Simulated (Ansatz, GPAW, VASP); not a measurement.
## Al: programs and potentials compared

```
Al
1.0
     0.00000    2.02481    2.02481
     2.02481    0.00000    2.02481
     2.02481    2.02481    0.00000
Al
1
Direct
  0.00000 0.00000 0.00000
```

Alike in all runs: task single point; functional PBE; k mesh 11 × 11 × 11; occupations gaussian, width 0.019 eV; no spin polarisation; no spin-orbit coupling. Pressure is positive in compression and, in plane waves, holds the error of the finite cutoff.

```tsv
program and potentials	plane-wave cutoff (eV)	notes	pressure (GPa)
VASP, PBE PAW files Al, 520 eV	520	-	-0.54
GPAW, GPAW PAW data sets (gpaw-data 1.2.1)	600	-	-0.38
Ansatz, all-electron LAPW, scalar-relativistic	-	-	-0.50
```

The pressure spans -0.54 (VASP, PBE PAW files Al, 520 eV) to -0.38 GPa (GPAW, GPAW PAW data sets (gpaw-data 1.2.1)), with all-electron results at -0.50.

Differences between rows come from potentials, basis sets and numerical settings, since the functional is the same but for its coding. Runs on potential files found faulty are left out.

All three runs put the cell under slight tension, so the static PBE equilibrium volume lies a little below the one used here. The VASP value of -0.54 GPa falls close to the all-electron -0.50 GPa, while GPAW gives a somewhat weaker tension at -0.38 GPa. Set against the stiffness of aluminium, even this spread corresponds to a very small change in lattice parameter.

Such agreement is expected for a nearly free-electron metal: the 3s and 3p electrons form broad bands, and the compact, neon-like core barely responds to bonding, which makes a frozen-core description reliable. The sign is also reasonable, because the cell is close to the room-temperature experimental one, whereas a static calculation leaves out the zero-point and thermal expansion that would push the lattice outwards. The residual tension is therefore probably not a sign that PBE overbinds aluminium. Agreement at one volume doesn't establish that the three descriptions would give the same bulk modulus.
